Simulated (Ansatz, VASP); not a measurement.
# One calculation of HgSe, two programs

```xyz
2
Lattice="0.0000 3.0390 3.0390 3.0390 0.0000 3.0390 3.0390 3.0390 0.0000" Properties=species:S:1:pos:R:3 pbc="T T T"
Hg    0.0000    0.0000    0.0000
Se    1.5195    1.5195    1.5195
```

Alike in both runs: task single point; functional PBEsol; k mesh 6 × 6 × 6; occupations gaussian, width 0.1 eV; no spin polarisation.

|  | VASP | Ansatz |
| --- | --- | --- |
| version | VASP 6.6.1 | Ansatz 0.2.0 |
| potentials or method | VASP PAW PBE potentials, release 64 (Hg, Se) | scalar-relativistic, plane waves, PAW |
| plane-wave cutoff (eV) | 520 | 420 |
| valence electrons in the cell | 18 | 36 |

|  | VASP | Ansatz | Ansatz less VASP |
| --- | --- | --- | --- |
| gap on the k mesh at the Fermi level (eV) | none | none | - |
| pressure (GPa) | 1.9 | 1.5 | -0.32 |

A gap of «none» marks a metal or a gap that the smearing closes. The two sets of potentials don't hold the same shells in valence.

Caveats: the PAW data sets were made with another functional, which shifts forces and pressure a little (VASP). Spin-orbit coupling is left out, which matters for the levels of Hg.
